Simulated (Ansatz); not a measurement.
# Point defect: W vacancy in WS2

Method: DFT PBE+D3(BJ), scalar-relativistic, plane waves, PAW in Ansatz 0.2.0. Run with 420 eV cutoff, 2×2×2 k-mesh, Gaussian smearing of 0.01 eV, collinear spin.

Host crystal, relaxed:

```
CELL_PARAMETERS angstrom
3.15409 0.00000 0.00000
-1.57704 2.73152 0.00000
0.00000 0.00000 12.14483
ATOMIC_POSITIONS crystal
W 0.33333 0.66667 0.75000
W 0.66667 0.33333 0.25000
S 0.33333 0.66667 0.12034
S 0.66667 0.33333 0.62034
S 0.33333 0.66667 0.37966
S 0.66667 0.33333 0.87966
```

Supercell of 42 atoms, rows in host cell vectors: 2 -1 0; -3 -2 0; 0 0 -1. Atoms relax at the host's cell, keeping the symmetry that the supercell leaves at the site. The cell is small, so energies carry finite-size errors of tenths of an eV. The host's Kohn–Sham gap is 0.88 eV.

Spin-orbit coupling is left out, which matters for the bands and energies of heavy elements. Starting moments were lost in some runs.

Defect: W vacancy at (0.333, 0.667, 0.750) of the host cell, charge -1.

(1) Give the relaxed supercell.

Answers

(1)
```
CELL_PARAMETERS angstrom
7.88522 -2.73152 0.00000
-6.30818 -5.46304 0.00000
0.00000 0.00000 -12.14483
ATOMIC_POSITIONS crystal
W 0.38863 0.48366 0.25000
W 0.94889 0.19456 0.25000
W 0.66645 0.32565 0.25000
W 0.23063 0.04783 0.25000
W 0.81710 0.76539 0.25000
W 0.51972 0.89719 0.25000
W 0.33345 0.66666 0.75000
W 0.61909 0.52379 0.75000
W 0.19049 0.23816 0.75000
W 0.90463 0.38083 0.75000
W 0.47613 0.09519 0.75000
W 0.04763 0.80965 0.75000
W 0.76190 0.95238 0.75000
S 0.09524 0.61905 0.87977
S 0.38122 0.47636 0.87990
S 0.95223 0.19049 0.87992
S 0.66657 0.33306 0.87990
S 0.23792 0.04772 0.87990
S 0.80969 0.76206 0.87992
S 0.52379 0.90459 0.87992
S 0.33760 0.66574 0.37935
S 0.62660 0.52323 0.37830
S 0.19105 0.24623 0.37830
S 0.89957 0.37669 0.37935
S 0.46806 0.08769 0.37830
S 0.04854 0.81471 0.37935
S 0.76190 0.95238 0.37775
S 0.09524 0.61905 0.62023
S 0.38122 0.47636 0.62010
S 0.95223 0.19049 0.62008
S 0.66657 0.33306 0.62010
S 0.23792 0.04772 0.62010
S 0.80969 0.76206 0.62008
S 0.52379 0.90459 0.62008
S 0.33760 0.66574 0.12065
S 0.62660 0.52323 0.12170
S 0.19105 0.24623 0.12170
S 0.89957 0.37669 0.12065
S 0.46806 0.08769 0.12170
S 0.04854 0.81471 0.12065
S 0.76190 0.95238 0.12225
```
Around the defect: 6 S at 2.43 Å. The run ended with a moment of 1.00 μB, which may not be the ground spin state.